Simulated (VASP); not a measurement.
The system is Te.

```xyz
1
Lattice="-1.9592 1.9592 1.9592 1.9592 -1.9592 1.9592 1.9592 1.9592 -1.9592" Properties=species:S:1:pos:R:3 pbc="T T T"
Te    0.0000    0.0000    0.0000
```

The cell was built by a generator and needn't be a form met in nature.

```yaml
Program: VASP 6.6.1
Task: relaxation of cell and atoms
Functional: LDA
Potentials_or_basis: VASP PAW LDA potentials, release 64 (Te)
Cutoff: 600 eV
k_mesh: 14 × 14 × 14
Occupations: methfessel-paxton, width 0.1 eV
Spin: no spin polarisation
```

At the start: pressure -6.1 GPa; volume 30.08 Å³/atom.

Q: How do energy, volume and symmetry change on relaxing?

A: Over 3 steps the energy falls by 72.7 meV/atom and the volume is 26.71 Å³/atom (-11.2 %); space group Im-3m (No. 229, to 0.05 Å).

The path:
```
step  energy change (eV)  largest force (eV/Å)  pressure (GPa)  volume (Å³)
   1              0.0000                0.0000           -6.14        30.08
   2             -0.0560                0.0000            4.16        25.34
   3             -0.0727                0.0000           -0.03        26.71
```

Final structure:
```
Te
1.0
    -1.88311    1.88311    1.88311
     1.88311   -1.88311    1.88311
     1.88311    1.88311   -1.88311
Te
1
Direct
  0.00000 0.00000 0.00000
```
